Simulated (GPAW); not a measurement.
# BeTe (F-43m) in GPAW: further runs, part 2 of 2

GPAW 26.7.0.

## (4) Relaxation of cell and atoms, BLYP+D4

Contents of run.py:

```python
from ase.calculators.mixing import SumCalculator
from ase.filters import FrechetCellFilter
from ase.io import read, write
from ase.optimize import BFGS
from dftd4.ase import DFTD4
from gpaw import GPAW, PW, setup_paths

setup_paths.insert(0, '.')

atoms = read('POSCAR')

calc = GPAW(mode=PW(800),
            xc='BLYP',
            kpts={'size': (8, 8, 8), 'gamma': True},
            occupations={'name': 'fermi-dirac', 'width': 0.05},
            nbands=11,
            convergence={'density': 1e-05, 'forces': 0.0001},
            eigensolver='davidson',
            maxiter=150,
            txt='gpaw.txt')
atoms.calc = SumCalculator([calc, DFTD4(method='blyp')])
opt = BFGS(FrechetCellFilter(atoms), trajectory='relax.traj', logfile='-')
done = opt.run(fmax=0.05, steps=100)
calc.write('gs.gpw')
write('result.traj', atoms)
print('Converged:', done)
print('Cell:', atoms.cell.cellpar().round(4))
print('Volume:', round(atoms.get_volume(), 4))
print(atoms.get_scaled_positions().round(5))
```

Contents of POSCAR:

```
BeTe
1.0
    0.0000000000      2.7700000000      2.7700000000
    2.7700000000      0.0000000000      2.7700000000
    2.7700000000      2.7700000000      0.0000000000
Te Be
1 1
Direct
    0.7500000000      0.7500000000      0.7500000000
    0.0000000000      0.0000000000      0.0000000000
```

Potentials or basis: PAW data sets generated in the run's folder for this functional, pw.

Started as:

```sh
$ gpaw-setup -f BLYP Be Te
$ OMP_NUM_THREADS=1 python run.py
```

gpaw.txt:

```text
__  _  _
 | _ |_)|_||  |
 |__||  | ||/\| - 26.7.0

Input parameters:
  mode=PW(ecut=800.0),
  convergence={'density': 1e-05, 'forces': 0.0001},
  eigensolver=Davidson(niter=2),
  kpts=MonkhorstPack(size=(8, 8, 8), gamma=True),
  maxiter=150,
  nbands=11,
  occupations=Occupations(name='fermi-dirac', width=0.05),
  xc=XC(name='BLYP')

Diagonalizing LCAO Hamiltonian
Converting LCAO to pw mode

                    Te

       Be

Atoms  # Å, Bohr magnetons
|   | symbol |        x |        y |        z |    initial magnetic moments |
|---|--------|----------|----------|----------|-----------------------------|
| 0 |     Te | 4.155000 | 4.155000 | 4.155000 | ( 0.0000,  0.0000,  0.0000) |
| 1 |     Be | 0.000000 | 0.000000 | 0.000000 | ( 0.0000,  0.0000,  0.0000) |

Unit cell  # Å
| periodic |        x |        y |        z |  lengths |    angles |
|----------|----------|----------|----------|----------|-----------|
|      yes | 0.000000 | 2.770000 | 2.770000 | 3.917372 | 60.000000 |
|      yes | 2.770000 | 0.000000 | 2.770000 | 3.917372 | 60.000000 |
|      yes | 2.770000 | 2.770000 | 0.000000 | 3.917372 | 60.000000 |

Number of symmetries: 24
Symmetry operations  # r_c * U_cc + t_c -> r_c
|    | kind |            matrix            |
|----|------|------------------------------|
|  0 |  E   |  1, 0, 0,  0, 1, 0,  0, 0, 1 |
|  1 |  σ   |  1, 0, 0,  0, 0, 1,  0, 1, 0 |
|  2 |  σ   |  1, 0,-1,  0, 1,-1,  0, 0,-1 |
|  3 |  C3  |  1, 0,-1,  0, 0,-1,  0, 1,-1 |
|  4 |  C3  |  1,-1, 0,  0,-1, 1,  0,-1, 0 |
|  5 |  σ   |  1,-1, 0,  0,-1, 0,  0,-1, 1 |
|  6 |  σ   |  0, 1, 0,  1, 0, 0,  0, 0, 1 |
|  7 |  C3  |  0, 1, 0,  0, 0, 1,  1, 0, 0 |
|  8 |  C2  |  0, 1,-1,  1, 0,-1,  0, 0,-1 |
|  9 |  S4  |  0, 1,-1,  0, 0,-1,  1, 0,-1 |
| 10 |  C3  |  0, 0, 1,  1, 0, 0,  0, 1, 0 |
| 11 |  σ   |  0, 0, 1,  0, 1, 0,  1, 0, 0 |
| 12 |  S4  |  0, 0,-1,  1, 0,-1,  0, 1,-1 |
| 13 |  C3  |  0, 0,-1,  0, 1,-1,  1, 0,-1 |
| 14 |  S4  |  0,-1, 1,  1,-1, 0,  0,-1, 0 |
| 15 |  C2  |  0,-1, 1,  0,-1, 0,  1,-1, 0 |
| 16 |  C3  |  0,-1, 0,  1,-1, 0,  0,-1, 1 |
| 17 |  S4  |  0,-1, 0,  0,-1, 1,  1,-1, 0 |
| 18 |  S4  | -1, 1, 0, -1, 0, 1, -1, 0, 0 |
| 19 |  C3  | -1, 1, 0, -1, 0, 0, -1, 0, 1 |
| 20 |  C3  | -1, 0, 1, -1, 1, 0, -1, 0, 0 |
| 21 |  S4  | -1, 0, 1, -1, 0, 0, -1, 1, 0 |
[... 127 lines left out ...]
convergence criteria:
- Maximum integral of absolute [dens]ity change: 1e-05 electrons / valence electron
- Maximum change in the atomic [forces] across last 2 cycles: 0.0001 eV/Ang OR
Maximum error relative to the maximum force is below inf
- Maximum [total energy] change in last 3 cyles: 0.0005 eV / valence electron
- Maximum integral of absolute [eigenst]ate change: 4e-08 eV^2 / valence electron
maximum number of iterations: 150

SCF iterations
|iter     | |      energy | eigst |  dens |force |
|---------|-|-------------|-------|-------|------|
|iter:   1| |   -6.615840 | -0.05 |       |      |
|iter:   2| |   -6.600411 | -1.82 | -0.89 |      |
|iter:   3| |   -6.464687 | -2.10 | -0.91 |      |
|iter:   4| |   -6.469180 | -3.30 | -1.61 |      |
|iter:   5| |   -6.470245 | -4.25 | -2.02 |      |
|iter:   6| |   -6.470272c| -5.27 | -2.90 |      |
|iter:   7| |   -6.470273c| -6.12 | -3.64 |      |
|iter:   8| |   -6.470273c| -6.94 | -4.21 |      |
|iter:   9| |   -6.470273c| -7.76c| -5.34c|      |
|iter:  10| |   -6.470273c| -8.50c| -5.67c|-15.73c|

Converged in 10 steps
Energy contributions relative to reference atoms: (reference = -185207.554749)
[... 45 lines left out ...]
Forces  # eV/Ang
|        x |        y |        z |
|----------|----------|----------|
| -0.00000 |  0.00000 |  0.00000 |  # Te   0
|  0.00000 | -0.00000 | -0.00000 |  # Be   1

Diagonalizing LCAO Hamiltonian
Converting LCAO to pw mode

                    Te

       Be

Atoms  # Å, Bohr magnetons
|   | symbol |        x |        y |        z |    initial magnetic moments |
|---|--------|----------|----------|----------|-----------------------------|
| 0 |     Te | 4.163082 | 4.163082 | 4.163082 | ( 0.0000,  0.0000,  0.0000) |
| 1 |     Be | 0.000000 | 0.000000 | 0.000000 | ( 0.0000,  0.0000,  0.0000) |

Unit cell  # Å
| periodic |         x |         y |         z |  lengths |    angles |
|----------|-----------|-----------|-----------|----------|-----------|
|      yes | -0.000000 |  2.775388 |  2.775388 | 3.924991 | 60.000000 |
|      yes |  2.775388 | -0.000000 |  2.775388 | 3.924991 | 60.000000 |
|      yes |  2.775388 |  2.775388 | -0.000000 | 3.924991 | 60.000000 |

Number of symmetries: 6
Symmetry operations  # r_c * U_cc + t_c -> r_c
|   | kind |            matrix            |
|---|------|------------------------------|
| 0 |  E   |  1, 0, 0,  0, 1, 0,  0, 0, 1 |
| 1 |  σ   |  1, 0, 0,  0, 0, 1,  0, 1, 0 |
| 2 |  σ   |  0, 1, 0,  1, 0, 0,  0, 0, 1 |
| 3 |  C3  |  0, 1, 0,  0, 0, 1,  1, 0, 0 |
| 4 |  C3  |  0, 0, 1,  1, 0, 0,  0, 1, 0 |
| 5 |  σ   |  0, 0, 1,  0, 1, 0,  1, 0, 0 |

BZ-sampling:
  Number of BZ points: 512
  Number of IBZ points: 65
[... 121 lines left out ...]
convergence criteria:
- Maximum integral of absolute [dens]ity change: 1e-05 electrons / valence electron
- Maximum change in the atomic [forces] across last 2 cycles: 0.0001 eV/Ang OR
Maximum error relative to the maximum force is below inf
- Maximum [total energy] change in last 3 cyles: 0.0005 eV / valence electron
- Maximum integral of absolute [eigenst]ate change: 4e-08 eV^2 / valence electron
maximum number of iterations: 150

SCF iterations
|iter     | |      energy | eigst |  dens |force |
|---------|-|-------------|-------|-------|------|
|iter:   1| |   -6.620838 | -0.05 |       |      |
|iter:   2| |   -6.606261 | -1.82 | -0.89 |      |
|iter:   3| |   -6.475061 | -2.11 | -0.92 |      |
|iter:   4| |   -6.479589 | -3.30 | -1.61 |      |
|iter:   5| |   -6.480649 | -4.25 | -2.02 |      |
|iter:   6| |   -6.480676c| -5.27 | -2.90 |      |
|iter:   7| |   -6.480678c| -6.13 | -3.63 |      |
|iter:   8| |   -6.480678c| -6.95 | -4.20 |      |
|iter:   9| |   -6.480678c| -7.77c| -5.35c|      |
|iter:  10| |   -6.480678c| -8.50c| -5.67c|-6.15c|

Converged in 10 steps
Energy contributions relative to reference atoms: (reference = -185207.554749)
[... 45 lines left out ...]
Forces  # eV/Ang
|        x |        y |        z |
|----------|----------|----------|
| -0.00000 | -0.00000 | -0.00000 |  # Te   0
|  0.00000 |  0.00000 |  0.00000 |  # Be   1

Interpolating wave functions to new cell

                    Te

       Be

Atoms  # Å, Bohr magnetons
|   | symbol |        x |        y |        z |    initial magnetic moments |
|---|--------|----------|----------|----------|-----------------------------|
| 0 |     Te | 4.197739 | 4.197739 | 4.197739 | ( 0.0000,  0.0000,  0.0000) |
| 1 |     Be | 0.000000 | 0.000000 | 0.000000 | ( 0.0000,  0.0000,  0.0000) |

Unit cell  # Å
| periodic |         x |         y |         z |  lengths |    angles |
|----------|-----------|-----------|-----------|----------|-----------|
|      yes | -0.000000 |  2.798493 |  2.798493 | 3.957667 | 60.000002 |
|      yes |  2.798493 | -0.000000 |  2.798493 | 3.957667 | 60.000002 |
|      yes |  2.798493 |  2.798493 | -0.000000 | 3.957667 | 60.000002 |

Number of symmetries: 6
Symmetry operations  # r_c * U_cc + t_c -> r_c
|   | kind |            matrix            |
|---|------|------------------------------|
| 0 |  E   |  1, 0, 0,  0, 1, 0,  0, 0, 1 |
| 1 |  σ   |  1, 0, 0,  0, 0, 1,  0, 1, 0 |
| 2 |  σ   |  0, 1, 0,  1, 0, 0,  0, 0, 1 |
| 3 |  C3  |  0, 1, 0,  0, 0, 1,  1, 0, 0 |
| 4 |  C3  |  0, 0, 1,  1, 0, 0,  0, 1, 0 |
| 5 |  σ   |  0, 0, 1,  0, 1, 0,  1, 0, 0 |

BZ-sampling:
  Number of BZ points: 512
  Number of IBZ points: 65
[... 121 lines left out ...]
convergence criteria:
- Maximum integral of absolute [dens]ity change: 1e-05 electrons / valence electron
- Maximum change in the atomic [forces] across last 2 cycles: 0.0001 eV/Ang OR
Maximum error relative to the maximum force is below inf
- Maximum [total energy] change in last 3 cyles: 0.0005 eV / valence electron
- Maximum integral of absolute [eigenst]ate change: 4e-08 eV^2 / valence electron
maximum number of iterations: 150

SCF iterations
|iter     | |      energy | eigst |  dens |force |
|---------|-|-------------|-------|-------|------|
|iter:   1| |   -6.540052 |       |       |      |
|iter:   2| |   -6.536888 | -4.08 | -1.62 |      |
|iter:   3| |   -6.518822 | -3.15 | -1.65 |      |
|iter:   4| |   -6.518157 | -4.19 | -2.33 |      |
|iter:   5| |   -6.518050c| -4.69 | -2.87 |      |
|iter:   6| |   -6.518052c| -5.83 | -3.45 |      |
|iter:   7| |   -6.518052c| -6.94 | -4.13 |      |
|iter:   8| |   -6.518052c| -7.97c| -4.71 |      |
|iter:   9| |   -6.518052c| -9.11c| -5.55c|      |
|iter:  10| |   -6.518052c| -9.87c| -6.09c|-6.19c|

Converged in 10 steps
Energy contributions relative to reference atoms: (reference = -185207.554749)

Energy contributions:
  Kinetic:          20.680953
  Coulomb:         -18.766970
  Zero:              0.222273
  External:          0.000000
  Xc:               -8.654308
  Entropy:          -0.000000
  Spinorbit:         0.000000
  ----------------------------
  Free energy:      -6.518052
  Extrapolated:     -6.518052
[... 33 lines left out ...]
Forces  # eV/Ang
|        x |        y |        z |
|----------|----------|----------|
|  0.00000 |  0.00000 |  0.00000 |  # Te   0
| -0.00000 | -0.00000 | -0.00000 |  # Be   1

# Writing to gs.gpw (mode='')
```

Wall time 2.3 min (1 thread of AMD EPYC, shared host); peak memory 0.22 GiB.

Results:

- Free energy: -7.7569 eV
- Relaxed volume: 21.92 Å³/atom
- Relaxed cell: a = 3.958 Å, b = 3.958 Å, c = 3.958 Å, α = 60.00°, β = 60.00°, γ = 60.00°
- Space group after relaxing (to 0.05 Å): F-43m (No. 216)
- Energy gained by relaxing: 4.2 meV/atom
- Ionic steps: 3
- Pressure after relaxing: 0.0 GPa
- Band gap on the k mesh: 2.22 eV, indirect (least direct gap 3.74 eV)
- Dispersion energy per atom: -0.619 eV

The path:
| step | energy change (eV) | largest force (eV/Å) | pressure (GPa) | volume (Å³) |
| --- | --- | --- | --- | --- |
| 1 | 0.0000 | 0.0000 | 2.05 | 42.51 |
| 2 | -0.0029 | 0.0000 | 1.65 | 42.76 |
| 3 | -0.0085 | 0.0000 | 0.05 | 43.83 |

Final structure:
```cif
data_structure
_symmetry_space_group_name_H-M 'P 1'
_symmetry_Int_Tables_number 1
_cell_length_a 3.9577
_cell_length_b 3.9577
_cell_length_c 3.9577
_cell_angle_alpha 60.000
_cell_angle_beta 60.000
_cell_angle_gamma 60.000
_cell_volume 43.83
loop_
_atom_site_label
_atom_site_type_symbol
_atom_site_fract_x
_atom_site_fract_y
_atom_site_fract_z
_atom_site_occupancy
Te1 Te 0.75000 0.75000 0.75000 1
Be1 Be 0.00000 0.00000 0.00000 1
```

Caveat: later steps reuse the first step's grids; spin-orbit coupling is left out, which moves the levels of the heavy elements.

## (5) The runs side by side

```tsv
level	fmax	max steps	eigensolver	gap on the mesh (eV)	pressure (GPa)	relaxed volume (Å³/atom)
PBEsol+D3(BJ)	0.05 eV/Å	40	-	1.75	-0.3	-
BLYP+D3(BJ)	0.02 eV/Å	100	davidson	2.16	0.0	21.40
BLYP+D4	0.05 eV/Å	100	davidson	2.22	0.0	21.92
```

Alike in all rows: task relaxation of cell and atoms; potentials or basis PAW data sets generated in the run's folder for this functional, pw; no spin polarisation; cell relaxed; k mesh 8 × 8 × 8; cutoff (eV) 800; smearing fermi-dirac 0.05 eV.

Caveats: later steps reuse the first step's grids; spin-orbit coupling is left out, which moves the levels of the heavy elements; the relaxation stopped at its first step, so nothing moved (some runs).

Absolute energies hang on the potentials; compare differences alone.
